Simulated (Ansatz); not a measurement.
Crystal: MoP.

```
CELL_PARAMETERS angstrom
3.22300 0.00000 0.00000
-1.61150 2.79120 0.00000
0.00000 0.00000 3.19100
ATOMIC_POSITIONS crystal
Mo 0.00000 0.00000 0.00000
P 0.33333 0.66667 0.50000
```

Program: Ansatz 0.2.0. Alike in all runs: potentials or basis Ansatz PAW; no spin polarisation; cell as given; k mesh 10 × 10 × 8; smearing fermi-dirac 0.05 eV. Hardware: 2 threads of Arm Neoverse V2 (shared host).

Problem. Order these runs on this cell by their wall time, lowest first.
A. task single point; level PBEsol; cutoff (eV) 420
B. task band structure; level r2SCAN; cutoff (eV) 500; points for each segment of the path 14
C. task band structure; level PBEsol; cutoff (eV) 420; points for each segment of the path 14

Solution. A (1.3 s), C (2.8 s), B (6.1 s).
